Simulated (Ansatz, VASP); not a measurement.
## V in VASP and in Ansatz

Contents of INCAR:

```
SYSTEM = V
PREC = Accurate
ENCUT = 520
EDIFF = 1E-7
ISMEAR = -1
SIGMA = 0.1
LREAL = .False.
LASPH = .True.
NELM = 80
ALGO = Normal
ISIF = 2
LWAVE = .False.
LCHARG = .False.
GGA = PE
NBANDS = 12
```

KPOINTS

```
regular mesh
0
Gamma
  9 9 9
  0 0 0
```

POSCAR

```
V
1.0
   -1.4991761207      1.4991761207      1.4991761207
    1.4991761207     -1.4991761207      1.4991761207
    1.4991761207      1.4991761207     -1.4991761207
V
1
Direct
    0.0000000000      0.0000000000      0.0000000000
```

Input for Ansatz:

```yaml
crystal:
  lattice:
    - [-1.4991761207, 1.4991761207, 1.4991761207]
    - [1.4991761207, -1.4991761207, 1.4991761207]
    - [1.4991761207, 1.4991761207, -1.4991761207]
  atoms:
    - { symbol: V, position: [0.0, 0.0, 0.0] }
hamiltonian:
  xc: pbe
  pseudopotentials:
    kind: paw
    azcp:
      V: "pseudopotentials/V.paw.azcp"
basis:
  ecutwfc: 420
  fft_grid_basis: typed
kpoints:
  mp_grid: { grid: [9, 9, 9], shift: [0, 0, 0] }
magnetization:
  spin_polarized: false
scf:
  occupations: { method: fermi_dirac, width: 0.1 }
  lower_state_search: "off"
output:
  stress: true
```

Alike in both runs: task single point; functional PBE; k mesh 9 × 9 × 9; occupations fermi-dirac, width 0.1 eV; no spin polarisation.

```csv
,VASP,Ansatz
version,VASP 6.6.1,Ansatz 0.2.0
potentials or method,"VASP PAW PBE potentials, release 64 (V_sv)","plane waves (420 eV) with PAW, scalar-relativistic"
plane-wave cutoff (eV),520,420
valence electrons in the cell,13,13
```

VASP gave:

| Property | Result |
| --- | --- |
| pressure (GPa) | 0.1 |

Q: Estimate Ansatz's values.

A: Pressure (GPa): -0.1.

The functional is the same, so the differences come from potentials, cutoffs and numerics.
